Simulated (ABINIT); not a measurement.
# Quasiparticle gap of BeTe (F-43m) in ABINIT, part 2 of 3

How does a plane-wave GW calculation on BeTe (F-43m) run from the first input to the gap?

ABINIT 10.8.3; PBE and many-body steps on it, plane waves. Known limits of the many-body steps: not at the basis limit; exchange with frozen shells missing; screening head approximate; coarse k mesh.

So far. Step 2 (Ground state): The gap is indirect, with the least direct gap 1.70 eV higher.

The database entry behind the starting cell differs from later determinations by our own check (an axis about 1.5 % short against later determinations), so it need not match the best structure at ambient conditions.

## (3) Bands along the symmetry lines

Level of this step: DFT, PBE with spin-orbit coupling, plane waves, norm-conserving pseudopotentials (ABINIT).

The cheap functional maps the bands first; the places of the edges decide which points the dearer methods must see.

File run.abi:

```
acell 3*1.0 Angstrom
rprim 
  0.000000000000 2.770000000000 2.770000000000
  2.770000000000 0.000000000000 2.770000000000
  2.770000000000 2.770000000000 -0.000000000000
ntypat 2
znucl 4 52
natom 2
typat 1 2
xred 
  0.000000000000 0.000000000000 0.000000000000
  0.250000000000 0.250000000000 0.250000000000
pp_dirpath "pseudos"
pseudos "Be.upf, Te.upf"
ecut 38
nspinor 2
iscf -2
irdden 1
kptopt 0
nkpt 26
kpt 
  0.00000000 0.00000000 0.00000000
  -0.12500000 -0.12500000 0.00000000
  -0.25000000 -0.25000000 0.00000000
  -0.37500000 -0.37500000 0.00000000
  -0.50000000 -0.50000000 0.00000000
  -0.46875000 -0.46875000 0.06250000
  -0.43750000 -0.43750000 0.12500000
  -0.40625000 -0.40625000 0.18750000
  -0.37500000 -0.37500000 0.25000000
  -0.37500000 0.00000000 0.37500000
  -0.28125000 0.00000000 0.28125000
  -0.18750000 0.00000000 0.18750000
  -0.09375000 0.00000000 0.09375000
  0.00000000 0.00000000 0.00000000
  0.00000000 0.00000000 0.12500000
  0.00000000 0.00000000 0.25000000
  0.00000000 0.00000000 0.37500000
  -0.00000000 -0.00000000 0.50000000
  -0.12500000 -0.06250000 0.43750000
  -0.25000000 -0.12500000 0.37500000
  -0.37500000 -0.18750000 0.31250000
  -0.50000000 -0.25000000 0.25000000
  -0.50000000 -0.31250000 0.18750000
  -0.50000000 -0.37500000 0.12500000
  -0.50000000 -0.43750000 0.06250000
  -0.50000000 -0.50000000 0.00000000
istwfk *1
nband 36
nbdbuf 6
tolwfr 1e-08
nstep 40
prtwf 0
prtvol 0
indata_prefix "in"
outdata_prefix "out"
tmpdata_prefix "tmp"
```

Started as:

```sh
> OMP_NUM_THREADS=1 mpirun -n 4 abinit run.abi > log
```

Numbers of over 12 decimals in the logs are rounded to 6 here.

Output:

```text
.Version 10.8.3 of ABINIT. v10.8.2 released Aug 2026.

 Symmetries : space group F-4 3 m (#216); Bravais cF (face-center cubic)
[... echo of the input left out ...]
== DATASET  1 ==================================================================
-   mpi_nproc: 4, omp_nthreads: 1 (-1 if OMP is not activated)

--- !DatasetInfo
iteration_state: {dtset: 1, }
dimensions: {natom: 2, nkpt: 26, mband: 36, nsppol: 1, nspinor: 2, nspden: 1, mpw: 3250, }
cutoff_energies: {ecut:  38.0, pawecutdg:  -1.0, }
electrons: {nelect:   2.00000000E+01, charge:   0.00000000E+00, occopt:   1.00000000E+00, tsmear:   1.00000000E-02, }

 Real(R)+Recip(G) space primitive vectors, cartesian coordinates (Bohr,Bohr^-1):
 R(1)=  0.0000000  5.2345414  5.2345414  G(1)= -0.0955194  0.0955194  0.0955194
 R(2)=  5.2345414  0.0000000  5.2345414  G(2)=  0.0955194 -0.0955194  0.0955194
 R(3)=  5.2345414  5.2345414  0.0000000  G(3)=  0.0955194  0.0955194 -0.0955194
 Unit cell volume ucvol=  2.8685730E+02 bohr^3
 Angles (23,13,12)=  6.00000000E+01  6.00000000E+01  6.00000000E+01 degrees

 getcut: wavevector=  0.0000  0.0000  0.0000  ngfft=  45  45  45
         ecut(hartree)=     38.000   => boxcut(ratio)=   2.14191

--- Pseudopotential description ------------------------------------------------
- Be Generated using ONCVPSP code by D. R. Hamann
-  4.00000   4.00000  180419                  znucl, zion, pspdat
12 -101130 1 -1 1358                          pspcod,pspxc,lmax,lloc,mmax
     nproj     2     2     0     0
     spin-orbit psp
        nprojso     3     0     0
  pspatm : epsatm=    3.09816431
         --- l  ekb(1:nproj) -->
             0   -6.963554   -2.566606
             1   -2.597254   -0.573801
  spin-orbit 1    0.002187   -0.000745    0.000343
 pspatm: atomic psp has been read  and splines computed

- Te Generated using ONCVPSP code by D. R. Hamann
- 52.00000  16.00000  180423                  znucl, zion, pspdat
12 -101130 2 -1 1324                          pspcod,pspxc,lmax,lloc,mmax
     nproj     2     4     2     0
     spin-orbit psp
        nprojso     4     3     0
  pspatm : epsatm=   36.72688025
         --- l  ekb(1:nproj) -->
             0    0.785628    6.374774
             1    5.643637    1.141599    0.029993    0.000092
[...]
spin-orbit 1    1.051039   -0.374717    0.113279   -0.001595
  spin-orbit 2    0.050434    0.021904   -0.000336
 pspatm: atomic psp has been read  and splines computed

--------------------------------------------------------------------------------

================================================================================
 prteigrs : about to open file out_EIG
 Non-SCF case, kpt    1 (  0.00000  0.00000  0.00000), residuals and eigenvalues=
  1.82E-09  3.70E-09  9.01E-10  3.16E-09  4.27E-09  6.43E-09  8.95E-10  6.52E-09
  9.16E-10  1.61E-09  2.45E-09  4.30E-09  5.38E-09  8.68E-09  1.31E-09  3.23E-09
[...]
7.61E-06  4.12E-05  1.70E-05  8.56E-06
[...]
Non-SCF case, kpt    3 ( -0.25000 -0.25000  0.00000), residuals and eigenvalues=
[...]
2.41E-07  1.21E-06  4.77E-06  6.23E-06
[...]
Non-SCF case, kpt   25 ( -0.50000 -0.43750  0.06250), residuals and eigenvalues=
[...]
Non-SCF case, kpt   26 ( -0.50000 -0.50000  0.00000), residuals and eigenvalues=
[...]
5.3586E-01  5.3586E-01  5.4906E-01  5.4906E-01  6.1214E-01  6.1214E-01
  6.6961E-01  6.6961E-01  6.8871E-01  6.8882E-01  6.8909E-01  6.8923E-01

--- !ResultsGS
iteration_state: {dtset: 1, }
comment   : Summary of ground state results
lattice_vectors:
- [  0.0000000,   5.2345414,   5.2345414, ]
- [  5.2345414,   0.0000000,   5.2345414, ]
- [  5.2345414,   5.2345414,  -0.0000000, ]
lattice_lengths: [   7.40276,    7.40276,    7.40276, ]
lattice_angles: [ 60.000,  60.000,  60.000, ] # degrees, (23, 13, 12)
lattice_volume:   2.8685730E+02
convergence: {deltae:  0.000E+00, res2:  0.000E+00, residm:  9.981E-09, diffor:  0.000E+00, }
etotal    :  -1.18789355E+02
entropy   :   0.00000000E+00
fermie    :   1.82443910E-01
cartesian_stress_tensor: null
pressure_GPa: null
xred      :
- [  0.0000E+00,   0.0000E+00,   0.0000E+00, Be]
- [  2.5000E-01,   2.5000E-01,   2.5000E-01, Te]
cartesian_forces: null
force_length_stats: {min: null, max: null, mean: null, }

 Integrated electronic density in atomic spheres:
 ------------------------------------------------
 Atom  Sphere_radius  Integrated_density
[...]
================================================================================

 ----iterations are completed or convergence reached----

 Mean square residual over all n,k,spin=   42.739E-10; max=  99.811E-10
 reduced coordinates (array xred) for    2 atoms
       0.000000000000      0.000000000000      0.000000000000
       0.250000000000      0.250000000000      0.250000000000

 cartesian coordinates (angstrom) at end:
[...]
length scales=  1.889726125908  1.889726125908  1.889726125908 bohr
              =  1.000000000000  1.000000000000  1.000000000000 angstroms
 prteigrs : about to open file out_EIG
 Eigenvalues (hartree) for nkpt=  26  k points:
 kpt#   1, nband= 36, wtk=  1.00000, kpt=  0.0000  0.0000  0.0000 (reduced coord)
[...]
kpt#   2, nband= 36, wtk=  1.00000, kpt= -0.1250 -0.1250  0.0000 (reduced coord)
[...]
kpt#   3, nband= 36, wtk=  1.00000, kpt= -0.2500 -0.2500  0.0000 (reduced coord)
[...]
kpt#  25, nband= 36, wtk=  1.00000, kpt= -0.5000 -0.4375  0.0625 (reduced coord)
[...]
0.67252    0.67296    0.69346    0.70148
 kpt#  26, nband= 36, wtk=  1.00000, kpt= -0.5000 -0.5000  0.0000 (reduced coord)
[...]
0.06027    0.06027    0.07498    0.07498    0.23995    0.23995    0.26778    0.26778
   0.53586    0.53586    0.54906    0.54906    0.61214    0.61214    0.66961    0.66961
   0.68871    0.68882    0.68909    0.68923

== END DATASET(S) ==============================================================
================================================================================

 -outvars: echo values of variables after computation  --------
            nband          36
             nkpt          26
          spgroup         216
 [... the other variables as echoed above ...]

 Calculation completed.
```

It took 61 s on 4 MPI ranks of Arm Neoverse N1, shared host; peak memory 0.36 GiB.

This step gave:

- gap: 1.565 eV
- k of the valence top: 0, 0, 0
- k of the conduction bottom: -0.5, -0.5, 0
- least direct gap: 3.265 eV

The gap is 1.565 eV, as in the run before at this level.

Electronic bands along the path, in eV, zero at the top of the highest filled band:

| point | band 17 | band 18 | band 19 | band 20 | band 21 | band 22 | band 23 | band 24 |
| --- | --- | --- | --- | --- | --- | --- | --- | --- |
| Γ | 0.00 | 0.00 | 0.00 | 0.00 | 3.27 | 3.27 | 3.33 | 3.33 |
| halfway | -2.27 | -2.27 | -1.89 | -1.89 | 2.25 | 2.25 | 4.16 | 4.16 |
| X | -3.32 | -3.32 | -2.92 | -2.92 | 1.56 | 1.56 | 2.32 | 2.32 |
| halfway | -3.77 | -3.64 | -2.97 | -2.95 | 1.92 | 1.93 | 2.99 | 3.06 |
| U | -4.60 | -4.32 | -2.68 | -2.66 | 2.34 | 2.36 | 5.00 | 5.09 |
| jump to K | -4.60 | -4.32 | -2.68 | -2.66 | 2.34 | 2.36 | 5.00 | 5.09 |
| halfway | -2.81 | -2.67 | -1.00 | -0.99 | 3.87 | 3.88 | 4.40 | 4.42 |
| Γ | 0.00 | 0.00 | 0.00 | 0.00 | 3.27 | 3.27 | 3.33 | 3.33 |
| halfway | -1.29 | -1.29 | -0.77 | -0.77 | 3.16 | 3.16 | 4.18 | 4.18 |
| L | -1.78 | -1.78 | -1.27 | -1.27 | 2.94 | 2.94 | 4.27 | 4.27 |
| halfway | -3.47 | -3.33 | -2.37 | -2.26 | 3.90 | 3.94 | 4.11 | 4.26 |
| W | -4.54 | -4.08 | -3.72 | -3.67 | 4.99 | 5.02 | 5.26 | 5.28 |
| halfway | -3.83 | -3.65 | -3.37 | -3.34 | 2.67 | 2.67 | 3.30 | 3.37 |
| X | -3.32 | -3.32 | -2.92 | -2.92 | 1.56 | 1.56 | 2.32 | 2.32 |

## (4) Empty states on the mesh, 4×4×4 mesh, 66 bands

The sums over transitions need many empty states on a uniform mesh; this step solves for them.

File run.abi:

```
acell 3*1.0 Angstrom
rprim 
  0.000000000000 2.770000000000 2.770000000000
  2.770000000000 0.000000000000 2.770000000000
  2.770000000000 2.770000000000 -0.000000000000
ntypat 2
znucl 4 52
natom 2
typat 1 2
xred 
  0.000000000000 0.000000000000 0.000000000000
  0.250000000000 0.250000000000 0.250000000000
pp_dirpath "pseudos"
pseudos "Be.upf, Te.upf"
ecut 38
nspinor 2
ngkpt 4 4 4
nshiftk 1
shiftk 0 0 0
kptopt 1
chksymbreak 0
iscf -2
irdden 1
istwfk *1
nband 66
nbdbuf 6
tolwfr 1e-09
nstep 60
prtvol 0
indata_prefix "in"
outdata_prefix "out"
tmpdata_prefix "tmp"
```

Output:

```text
.Version 10.8.3 of ABINIT. v10.8.2 released Aug 2026.

 Symmetries : space group F-4 3 m (#216); Bravais cF (face-center cubic)
[... echo of the input left out ...]
== DATASET  1 ==================================================================
-   mpi_nproc: 4, omp_nthreads: 1 (-1 if OMP is not activated)

--- !DatasetInfo
iteration_state: {dtset: 1, }
dimensions: {natom: 2, nkpt: 8, mband: 66, nsppol: 1, nspinor: 2, nspden: 1, mpw: 3250, }
cutoff_energies: {ecut:  38.0, pawecutdg:  -1.0, }
electrons: {nelect:   2.00000000E+01, charge:   0.00000000E+00, occopt:   1.00000000E+00, tsmear:   1.00000000E-02, }

 Real(R)+Recip(G) space primitive vectors, cartesian coordinates (Bohr,Bohr^-1):
 R(1)=  0.0000000  5.2345414  5.2345414  G(1)= -0.0955194  0.0955194  0.0955194
 R(2)=  5.2345414  0.0000000  5.2345414  G(2)=  0.0955194 -0.0955194  0.0955194
 R(3)=  5.2345414  5.2345414  0.0000000  G(3)=  0.0955194  0.0955194 -0.0955194
 Unit cell volume ucvol=  2.8685730E+02 bohr^3
 Angles (23,13,12)=  6.00000000E+01  6.00000000E+01  6.00000000E+01 degrees

 getcut: wavevector=  0.0000  0.0000  0.0000  ngfft=  45  45  45
         ecut(hartree)=     38.000   => boxcut(ratio)=   2.14191

--- Pseudopotential description ------------------------------------------------
- Be Generated using ONCVPSP code by D. R. Hamann
-  4.00000   4.00000  180419                  znucl, zion, pspdat
12 -101130 1 -1 1358                          pspcod,pspxc,lmax,lloc,mmax
     nproj     2     2     0     0
     spin-orbit psp
        nprojso     3     0     0
  pspatm : epsatm=    3.09816431
         --- l  ekb(1:nproj) -->
             0   -6.963554   -2.566606
             1   -2.597254   -0.573801
  spin-orbit 1    0.002187   -0.000745    0.000343
 pspatm: atomic psp has been read  and splines computed

- Te Generated using ONCVPSP code by D. R. Hamann
- 52.00000  16.00000  180423                  znucl, zion, pspdat
12 -101130 2 -1 1324                          pspcod,pspxc,lmax,lloc,mmax
     nproj     2     4     2     0
     spin-orbit psp
        nprojso     4     3     0
  pspatm : epsatm=   36.72688025
         --- l  ekb(1:nproj) -->
             0    0.785628    6.374774
             1    5.643637    1.141599    0.029993    0.000092
[...]
spin-orbit 1    1.051039   -0.374717    0.113279   -0.001595
  spin-orbit 2    0.050434    0.021904   -0.000336
 pspatm: atomic psp has been read  and splines computed

--------------------------------------------------------------------------------

================================================================================
 prteigrs : about to open file out_EIG
 Non-SCF case, kpt    1 (  0.00000  0.00000  0.00000), residuals and eigenvalues=
  3.97E-10  6.53E-10  8.95E-11  6.14E-10  5.63E-10  6.31E-10  3.57E-10  9.19E-10
  7.97E-11  3.41E-10  5.71E-10  7.13E-10  2.25E-10  4.22E-10  3.06E-10  6.81E-10
  1.47E-10  3.16E-10  4.15E-10  4.70E-10  2.66E-10  5.34E-10  1.42E-10  2.30E-10
[...]
5.86E-05  1.64E-04
 -3.5131E+00 -3.5131E+00 -1.1964E+00 -1.1964E+00 -1.1964E+00 -1.1964E+00
 -1.1428E+00 -1.1428E+00 -1.1425E+00 -1.1425E+00 -1.1425E+00 -1.1425E+00
 -2.9237E-01 -2.9237E-01  1.4733E-01  1.4733E-01  1.8244E-01  1.8244E-01
[...]
1.2276E+00  1.2276E+00  1.2276E+00  1.2276E+00  1.2288E+00  1.2288E+00
  1.2564E+00  1.2564E+00  1.2564E+00  1.2564E+00  1.5155E+00  1.5176E+00
 prteigrs : prtvol=0 or 1, do not print more k-points.

--- !ResultsGS
iteration_state: {dtset: 1, }
comment   : Summary of ground state results
lattice_vectors:
- [  0.0000000,   5.2345414,   5.2345414, ]
- [  5.2345414,   0.0000000,   5.2345414, ]
- [  5.2345414,   5.2345414,  -0.0000000, ]
lattice_lengths: [   7.40276,    7.40276,    7.40276, ]
lattice_angles: [ 60.000,  60.000,  60.000, ] # degrees, (23, 13, 12)
lattice_volume:   2.8685730E+02
convergence: {deltae:  0.000E+00, res2:  0.000E+00, residm:  9.765E-10, diffor:  0.000E+00, }
etotal    :  -1.18789355E+02
entropy   :   0.00000000E+00
fermie    :   1.82443910E-01
cartesian_stress_tensor: null
pressure_GPa: null
xred      :
- [  0.0000E+00,   0.0000E+00,   0.0000E+00, Be]
- [  2.5000E-01,   2.5000E-01,   2.5000E-01, Te]
cartesian_forces: null
force_length_stats: {min: null, max: null, mean: null, }

 Integrated electronic density in atomic spheres:
 ------------------------------------------------
 Atom  Sphere_radius  Integrated_density
[...]
================================================================================

 ----iterations are completed or convergence reached----

 Mean square residual over all n,k,spin=   47.816E-11; max=  97.652E-11
 reduced coordinates (array xred) for    2 atoms
       0.000000000000      0.000000000000      0.000000000000
       0.250000000000      0.250000000000      0.250000000000

 cartesian coordinates (angstrom) at end:
    1      0.000000     0.000000     0.000000
    2      1.385000     1.385000     1.385000
 length scales=  1.889726125908  1.889726125908  1.889726125908 bohr
              =  1.000000000000  1.000000000000  1.000000000000 angstroms
 prteigrs : about to open file out_EIG
 Eigenvalues (hartree) for nkpt=   8  k points:
 kpt#   1, nband= 66, wtk=  0.01563, kpt=  0.0000  0.0000  0.0000 (reduced coord)
[...]
1.14775    1.14775    1.14775    1.14775    1.14775    1.14775    1.22760    1.22760
   1.22760    1.22760    1.22881    1.22881    1.25641    1.25641    1.25641    1.25641
   1.51546    1.51763
 prteigrs : prtvol=0 or 1, do not print more k-points.

== END DATASET(S) ==============================================================
================================================================================

 -outvars: echo values of variables after computation  --------
            nband          66
             nkpt           8
          spgroup         216
 [... the other variables as echoed above ...]

 Calculation completed.
```

Wall time 47 s (4 MPI ranks); peak memory 0.33 GiB; 3.1 min of CPU time.

This step gave:

| Quantity | Value |
| --- | --- |
| gap | 1.565 eV |
| k of the valence top | 0, 0, 0 |
| k of the conduction bottom | 0.5, 0.5, 0 |
| least direct gap | 3.265 eV |
| k points computed | 8 |
| lowest point of the top converged band, above the valence top | 27.12 eV |

On this mesh the gap is 1.565 eV.

## (5) Screening, 4×4×4 mesh, 60 bands, screening to 98 eV

The RPA dielectric matrix is built and inverted for each q.

This step: RPA screening on PBE with spin-orbit coupling, plane waves, norm-conserving pseudopotentials.

Changes to run.abi since step 4:

```diff
@@ -21,10 +21,11 @@
 chksymbreak 0
-iscf -2
-irdden 1
 istwfk *1
-nband 66
-nbdbuf 6
-tolwfr 1e-09
-nstep 60
-prtvol 0
+occopt 1
+irdwfk 1
+optdriver 3
+nband 60
+ecuteps 3.6
+inclvkb 0
+awtr 1
+symchi 1
 indata_prefix "in"
```

Output:

```text
.Version 10.8.3 of ABINIT. v10.8.2 released Aug 2026.

 Symmetries : space group F-4 3 m (#216); Bravais cF (face-center cubic)
[... echo of the input left out ...]
== DATASET  1 ==================================================================
-   mpi_nproc: 4, omp_nthreads: 1 (-1 if OMP is not activated)

--- !DatasetInfo
iteration_state: {dtset: 1, }
dimensions: {natom: 2, nkpt: 8, mband: 60, nsppol: 1, nspinor: 2, nspden: 1, mpw: 3250, }
cutoff_energies: {ecut:  38.0, pawecutdg:  -1.0, }
electrons: {nelect:   2.00000000E+01, charge:   0.00000000E+00, occopt:   1.00000000E+00, tsmear:   1.00000000E-02, }

 SCREENING: Calculation of the susceptibility and dielectric matrices

 Based on a program developped by R.W. Godby, V. Olevano, G. Onida, and L. Reining.
 Incorporated in ABINIT by V. Olevano, G.-M. Rignanese, and M. Torrent.
.Using double precision arithmetic ; gwpc =  8

[... cell and pseudopotentials left out ...]
--------------------------------------------------------------------------------

 ==== K-mesh for the wavefunctions ====
 Number of points in the irreducible wedge :     8
[... list of points left out ...]
 Together with 24 symmetry operations and time-reversal symmetry
 yields    64 points in the full Brillouin Zone.

 ==== Q-mesh for the screening function ====
 Number of points in the irreducible wedge :     8
[... list of points left out ...]
 Together with 24 symmetry operations and time-reversal symmetry
 yields    64 points in the full Brillouin Zone.

 setmesh: FFT mesh size selected  =    27x   27x   27
          total number of points  =        19683

 vcoul_init : cutoff-mode = AUXILIARY_FUNCTION
 q-points for optical limit:   1
     1)      0.000010    0.000020    0.000030

- screening: taking advantage of time-reversal symmetry
- Maximum band index for partially occupied states nbvw = 20
- Remaining bands to be divided among processors   nbcw = 40
- Number of bands treated by each node ~10

 Number of electrons calculated from density =   20.0000; Expected =   20.0000
 average of density, n =  0.069721
 r_s =    1.5072
 omega_plasma =   25.4705 [eV]

 calculating chi0 at frequencies [eV] :
  1    0.000000E+00    0.000000E+00
  2    0.000000E+00    2.547051E+01

--------------------------------------------------------------------------------
  q-point number  1        q = ( 0.000000, 0.000000, 0.000000) [r.l.u.]
--------------------------------------------------------------------------------
[... chi0 elements left out ...]
 For q-point:  0.000010 0.000020 0.000030
  dielectric constant =   7.8808
  dielectric constant without local fields =   8.9221

  Average fulfillment of the sum rule on Im[epsilon] for q-point    1 :     33.27  [%]
[... wings left out ...]
  q-point number  2        q = ( 0.250000, 0.000000, 0.000000) [r.l.u.]
--------------------------------------------------------------------------------
[... chi0 elements left out ...]
  Average fulfillment of the sum rule on Im[epsilon] for q-point    2 :     51.96  [%]

 [... 6 further q-points ...]
```

The job ended after 83 s (4 MPI ranks; peak memory 0.95 GiB; 5.5 min of CPU time).

Numbers from this step:

* ε∞ with local fields, on this mesh, along the program's q direction: 7.881
* the same without local fields: 8.922
* plasma frequency: 25.47 eV
* plane waves in the screening matrix: 89

Local fields lower ε∞ by 12 %. On a Γ-centred mesh this coarse the value itself is usually too large, while a short band sum pulls it down.

(Part 2 of 3 ends here.)

[Paths, hosts, dates, memory and timing lines, banners, echoed tables and standing remarks are left out of the program output.]

[Logs are printed without paths, hosts, clocks, repeated set-up lines and the standing remarks that a program may print on its own settings, such as how far it seeks lower states.]

[Runs of the session that timed out or met a known fault of the program may be left out.]

[Hosts, paths, dates, database ids (printed as entryN), source tags and the programs' standing remarks are cut or masked in the printed files.]

[G0W0 gaps are taken among the corrected bands and points alone; a level outside them can change the order at an edge.]

[Where Ansatz stands beside ABINIT at settings called matched, ABINIT's density can come from a denser mesh and the files from another edition; pairs whose starting gaps differed by over 0.03 eV were left out, so agreement reads better than it is.]
